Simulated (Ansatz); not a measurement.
# NbH: straining the crystal, uniaxial strain along a

One table from this session's results is given with a row withheld; the runs are named, their logs left out.

Method: DFT PBEsol, scalar-relativistic, plane waves, PAW, in Ansatz 0.2.0.

2 further runs of the same task are left out: 2 set aside as unsound or not needed.

## The starting structure

Symmetry: I4/mmm, No. 139, tetragonal system. Conventional cell: a = 3.178 Å, b = 3.178 Å, c = 3.903 Å, α = 90.00°, β = 90.00°, γ = 90.00°. Around Nb (site symmetry 4/mmm) lie 2 H at 1.95 Å. H (site symmetry 4/mmm) has 2 Nb at 1.95 Å as nearest neighbours.

Structure file:

```
CELL_PARAMETERS angstrom
3.17766 0.00000 0.00000
0.00000 3.17766 0.00000
0.00000 0.00000 3.90284
ATOMIC_POSITIONS crystal
Nb 0.00000 0.00000 0.00000
Nb 0.50000 0.50000 0.50000
H 0.00000 0.00000 0.50000
H 0.50000 0.50000 0.00000
```

It goes back to an entry of the Materials Project, which need not be the stable form.

The unstrained cell comes from an earlier run at this level (4 atoms, E(σ→0) -9022.9771 eV, gap none (metal)).

The first run:

Contents of input.yaml:

```yaml
crystal:
  lattice:
    - [3.1141020392, 0.0, 0.0]
    - [0.0, 3.1935434178, 0.0]
    - [0.0, 0.0, 3.9223492789]
  atoms:
    - { symbol: Nb, position: [0.0, 0.0, 0.0] }
    - { symbol: Nb, position: [0.5, 0.5, 0.5] }
    - { symbol: H, position: [0.0, 0.0, 0.5] }
    - { symbol: H, position: [0.5, 0.5, 0.0] }
basis:
  ecutwfc: 420
kpoints:
  mp_grid: { grid: [14, 14, 12] }
hamiltonian:
  xc: pbesol
scf:
  occupations: { method: gaussian, width: 0.1 }
output:
  forces: true
  stress: true
  eigenvalues: true
relax:
  adjacent_minimum: "off"
  f_tol: 0.008
  max_steps: 40
  cell: { stress_tol: 0.05, fix: [a, angles] }
```

Among the steps run: The cell strained by -2.0 %; At +2.0 %; At -4.0 %; The cell strained by +4.0 %; The cell strained by -6.0 %; At +6.0 %.

One of the session's tables, all rows but one given; the rest of the session is left out.

Lengths are those of the vectors of the cell that was run; stresses in GPa:

```
strain (%)  ΔE (meV/atom)  a (Å)  b (Å)  c (Å)
      -6.0            6.1  2.987  3.148  4.176
      -4.0              ?      ?      ?      ?
      -2.0            1.0  3.114  3.169  3.971
      +0.0            0.0  3.178  3.178  3.903
      +2.0            2.0  3.241  3.161  3.875
      +4.0            9.5  3.305  3.147  3.856
      +6.0           23.0  3.368  3.129  3.843
```

Q: Estimate the row for strain (%) = -4.0 from the others.

Worked estimate for «ΔE (meV/atom)». A straight line through the neighbours (-6.0, 6.1) and (-2.0, 1.0) gives 6.1 + (1.0 − 6.1) × (-4.0 + 6.0) / (-2.0 + 6.0) = 3.5; a parabola fitted to 3 rows on both sides gives 3.0.

As computed: ΔE (meV/atom): 4.5; a (Å): 3.051; b (Å): 3.156; c (Å): 4.060. In «ΔE (meV/atom)» the line misses by -1.0 and the parabola by -1.5.

ΔE is over the unstrained cell. Stress in GPa, positive in compression, on the Cartesian axes of the input. 
